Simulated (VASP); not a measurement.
Write the native input for VASP 6.6.1 that does the following.

| Quantity | Value |
| --- | --- |
| Task | relaxation of cell and atoms |
| Functional | PBEsol |
| Potentials or basis | VASP PAW PBE potentials, release 64 (Ca_sv, S) |
| Cutoff | 600 eV |
| k mesh | 8 × 8 × 8 |
| Occupations | gaussian, width 0.02 eV |
| Spin | no spin polarisation |
| Further INCAR settings | ALGO = Normal; EDIFF = 1e-07; IBRION = 2; EDIFFG = -0.005; NSW = 90; ISIF = 3 |

The structure of CaS lies in POSCAR:

```
CaS
1.0
    0.0000000000      2.8523742900      2.8523742900
    2.8523742900      0.0000000000      2.8523742900
    2.8523742900      2.8523742900      0.0000000000
Ca S
1 1
Direct
    0.0000000000      0.0000000000      0.0000000000
    0.5000000000      0.5000000000      0.5000000000
```

The cell comes from a database or a generator and needn't be the stable form of this composition.

One way to write it, as run:

INCAR

```
SYSTEM = CaS
PREC     = Accurate       ! precision mode
ENCUT    = 600            ! plane-wave cutoff, eV
EDIFF    = 1E-7           ! SCF threshold, eV
ISMEAR   = 0              ! smearing method
SIGMA    = 0.02           ! smearing width, eV
LREAL    = .FALSE.        ! projectors in reciprocal space
LASPH    = .TRUE.         ! aspherical terms in the spheres
NELM     = 100            ! most SCF steps
ALGO     = Normal         ! electronic algorithm
ISIF     = 3              ! what is computed and relaxed
LWAVE    = .FALSE.        ! write WAVECAR
LCHARG   = .FALSE.        ! write CHGCAR
GGA      = PS             ! functional
IBRION   = 2              ! ionic algorithm
NSW      = 90             ! ionic steps
EDIFFG   = -0.005         ! ionic threshold
```

KPOINTS

```
Automatic mesh
0
G
  8 8 8
  0 0 0
```

Potentials or basis: VASP PAW PBE potentials, release 64 (Ca_sv, S).

Launch:

```bash
$ cat potpaw_PBE.64/Ca_sv/POTCAR potpaw_PBE.64/S/POTCAR > POTCAR
$ mpirun -np 1 vasp_std > vasp.out
```

Results of the run:

The relaxed volume is 22.43 Å³/atom. The relaxed cell is a = 3.988 Å, b = 3.988 Å, c = 3.988 Å, α = 60.00°, β = 60.00°, γ = 60.00°, the space group after relaxing (to 0.05 Å) is Fm-3m (No. 225) and the energy gained by relaxing is 4.9 meV/atom. The ionic steps are 3, the pressure after relaxing is 0.0 GPa and the band gap on the k mesh is 2.16 eV, indirect (least direct gap 3.00 eV).

Caveat: the PAW data sets were made with another functional, which shifts forces and pressure a little.

It took 36 s on 1 thread of Intel(R) Xeon(R) Platinum 8488C (Sapphire Rapids), on a shared host, peak memory 0.19 GiB.
